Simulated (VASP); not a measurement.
# InP (F-43m): a series in biaxial strain in the (111) plane, part 2 of 2

Strain engineering needs slopes: what does biaxial strain in the (111) plane do to the lattice and the band edges of InP?

VASP 6.6.1, plane waves and PAW; the level of theory is named at each step.

So far. Step 5 (Band edges, r2SCAN with spin-orbit coupling): The run ends at a pressure of 3.31 GPa, with forces up to 0.0025 eV/Å.

## (6) The whole series

LASPH is off in runs at LDA and on in runs at TB-mBJ and r2SCAN.

Runs beyond LDA use the data sets made with LDA; this shifts their levels slightly, and their total energies have another zero (at TB-mBJ, which has no energy functional, they mean nothing).

The other members went through these steps as far as the tables show, with the same cutoff and, step by step, the same mesh; 38 runs are not shown. The session took 6.7 core hours (wall time by ranks) on a shared machine.

| in-plane strain (%) | strain along the normal (%) | in-plane stress, tension positive (GPa) | energy above the unstrained row (meV/atom) | gap on the mesh, LDA (eV) |
| --- | --- | --- | --- | --- |
| -2.000 | 1.277 | -3.107 | 9.480 | 0.633 |
| -1.500 | 0.948 | -2.303 | 5.303 | 0.635 |
| -1.000 | 0.626 | -1.498 | 2.345 | 0.629 |
| -0.500 | 0.309 | -0.735 | 0.592 | 0.618 |
| 0 | -0.011 | 0.011 | 0.000 | 0.601 |
| 0.500 | -0.312 | 0.727 | 0.548 | 0.528 |
| 1.000 | -0.612 | 1.432 | 2.213 | 0.455 |
| 1.500 | -0.909 | 2.110 | 4.951 | 0.385 |
| 2.000 | -1.195 | 2.770 | 8.733 | 0.321 |

Slopes at zero strain, from cubics through all rows: strain ratio -0.620, stress over strain 147 GPa.

Band edges at TB-mBJ with spin-orbit coupling, counted from the valence-band top at Γ, spin-orbit pairs averaged, with one row partly withheld:

| in-plane strain (%) | gap (eV) | conduction band at Γ (eV) | Δ or X valley along z (eV) | Δ or X valley along x (eV) | lowest conduction level at L, [111] (eV) | lowest conduction level at L, [-111] (eV) | second valence level below the top (eV) | third valence level below the top (eV) |
| --- | --- | --- | --- | --- | --- | --- | --- | --- |
| -2.000 | 1.749 | 1.749 | 2.244 | 2.244 | 2.600 | 2.198 | 0.051 | 0.291 |
| -1.500 | 1.755 | 1.755 | 2.304 | 2.304 | 2.531 | 2.234 | 0.048 | 0.224 |
| -1.000 | 1.752 | 1.752 | 2.357 | 2.357 | 2.461 | 2.267 | 0.042 | 0.164 |
| -0.500 | 1.743 | 1.743 | 2.402 | 2.402 | 2.392 | 2.296 | 0.029 | 0.116 |
| 0 | 1.728 | 1.728 | 2.438 | 2.438 | 2.323 | 2.324 | 0.000 | 0.087 |
| 0.500 | 1.663 | 1.663 | 2.423 | 2.423 | ? | 2.305 | 0.041 | 0.116 |
| 1.000 | 1.593 | 1.593 | 2.399 | 2.399 | 2.101 | 2.283 | 0.086 | 0.155 |
| 1.500 | 1.519 | 1.519 | 2.365 | 2.365 | 1.989 | 2.258 | 0.129 | 0.196 |
| 2.000 | 1.444 | 1.444 | 2.330 | 2.330 | 1.882 | 2.234 | 0.168 | 0.234 |

Conduction masses, in electron masses:

| in-plane strain (%) | conduction mass at Γ, along the strain axis or the normal of the plane | conduction mass at Γ, across the strain axis or in the plane | L [111] mass, longitudinal | L [111] mass, transverse along [1-10] |
| --- | --- | --- | --- | --- |
| -2.000 | 0.116 | 0.148 | 2.355 | 0.180 |
| -1.500 | 0.119 | 0.142 | 2.303 | 0.179 |
| -1.000 | 0.123 | 0.137 | 2.217 | 0.178 |
| -0.500 | 0.126 | 0.132 | 2.200 | 0.177 |
| 0 | 0.128 | 0.128 | 2.117 | 0.176 |
| 0.500 | 0.129 | 0.123 | 2.057 | 0.174 |
| 1.000 | 0.131 | 0.120 | 2.017 | 0.173 |
| 1.500 | 0.132 | 0.117 | 1.948 | 0.172 |
| 2.000 | 0.131 | 0.113 | 1.891 | 0.170 |

Band edges at r2SCAN with spin-orbit coupling, counted from the valence-band top at Γ, spin-orbit pairs averaged:

| in-plane strain (%) | gap (eV) | conduction band at Γ (eV) | Δ or X valley along z (eV) | Δ or X valley along x (eV) | lowest conduction level at L, [111] (eV) | lowest conduction level at L, [-111] (eV) | second valence level below the top (eV) | third valence level below the top (eV) |
| --- | --- | --- | --- | --- | --- | --- | --- | --- |
| -2.000 | 1.265 | 1.266 | 1.754 | 1.754 | 2.180 | 1.751 | 0.054 | 0.304 |
| -1.500 | 1.269 | 1.269 | 1.815 | 1.815 | 2.103 | 1.787 | 0.051 | 0.234 |
| -1.000 | 1.264 | 1.264 | 1.868 | 1.868 | 2.027 | 1.820 | 0.044 | 0.172 |
| -0.500 | 1.252 | 1.252 | 1.913 | 1.913 | 1.952 | 1.850 | 0.030 | 0.122 |
| 0 | 1.234 | 1.234 | 1.948 | 1.948 | 1.877 | 1.878 | 0.000 | 0.093 |
| 0.500 | 1.167 | 1.168 | 1.932 | 1.932 | 1.761 | 1.860 | 0.042 | 0.123 |
| 1.000 | 1.094 | 1.094 | 1.904 | 1.904 | 1.642 | 1.837 | 0.087 | 0.162 |
| 1.500 | 1.018 | 1.018 | 1.871 | 1.871 | 1.526 | 1.813 | 0.131 | 0.203 |
| 2.000 | 0.942 | 0.942 | 1.834 | 1.834 | 1.415 | 1.789 | 0.170 | 0.240 |

Conduction masses, in electron masses:

| in-plane strain (%) | conduction mass at Γ, along the strain axis or the normal of the plane | conduction mass at Γ, across the strain axis or in the plane | L [111] mass, longitudinal | L [111] mass, transverse along [1-10] |
| --- | --- | --- | --- | --- |
| -2.000 | 0.084 | 0.103 | 2.321 | 0.154 |
| -1.500 | 0.086 | 0.099 | 2.262 | 0.151 |
| -1.000 | 0.087 | 0.095 | 2.172 | 0.150 |
| -0.500 | 0.087 | 0.091 | 2.121 | 0.148 |
| 0 | 0.088 | 0.088 | 2.111 | 0.147 |
| 0.500 | 0.088 | 0.084 | 2.004 | 0.145 |
| 1.000 | 0.087 | 0.081 | 1.937 | 0.144 |
| 1.500 | 0.085 | 0.078 | 1.925 | 0.143 |
| 2.000 | 0.083 | 0.075 | 1.853 | 0.141 |

## (7) Fit and prediction

The quantity to fit is the splitting of the lowest conduction levels at the L points ([111] less [-111]) at TB-mBJ with spin-orbit coupling: 0.402, 0.296, 0.195, 0.095, -0.001, -0.182, -0.269, -0.352 eV in the rows shown.

A least-squares parabola through the 8 rows shown, with d the strain along the axis less the strain across it, in %: E = 0.001894 d² + 0.1163 d + 2.62e-4 (eV), r.m.s. residual 1.6e-4 eV.

At d = -0.8118 this predicts -0.0929 eV.

## (8) The withheld row

The calculation gives -0.0930 eV, so the prediction is 0.0001 eV too high.

The splitting is Ξu times 8/9 of d, with d as a fraction, so the linear term gives Ξu = 13.1 eV.

## (9) Results

| Property | Result |
| --- | --- |
| ratio of normal to in-plane strain | -0.620 |
| biaxial modulus | 147 GPa |
| gap of the unstrained cell, TB-mBJ with spin-orbit coupling | 1.73 eV |
| gap of the unstrained cell, r2SCAN with spin-orbit coupling | 1.23 eV |
| shear deformation potential Ξu of the lowest conduction levels at L | 13.1 eV |
| error of the predicted row | 0.1 meV |

As a check, the curvature of the energy gives 148 GPa for the same modulus (energy per volume = M × strain²), 1 % from the slope of the stress. At TB-mBJ with spin-orbit coupling the lowest conduction valley is Γ throughout, and the gap runs between 1.44 and 1.75 eV. At r2SCAN with spin-orbit coupling the lowest conduction valley is Γ throughout, and the gap runs between 0.94 and 1.27 eV. Hole masses are left out throughout, since the top bands are degenerate or cross in many series; of conduction masses, those of the Γ, L and (for Si and Ge under (001) strain) Δ valleys are kept where they change by under an eighth between rows. TB-mBJ is a potential fitted for gaps; it has no energy functional, so its total energies and forces mean nothing, and its bands tend to come out too narrow. r2SCAN opens gaps somewhat over GGA but leaves them below measured values as a rule. Δ or X levels are the lowest on their line, refined by a parabola unless they lie at X; the gap is read from all points sampled and can differ from the lowest valley by some meV, or by tens of meV where strain moves the valence top off Γ. Temperature, zero-point motion and excitons are left out.

[Hosts, paths, dates, database ids (printed as entryN), source tags and the programs' standing remarks are cut or masked in the printed files.]

[In band tables of VASP the shares of atoms and orbitals are scaled to a sum of 1 inside the atoms' spheres.]
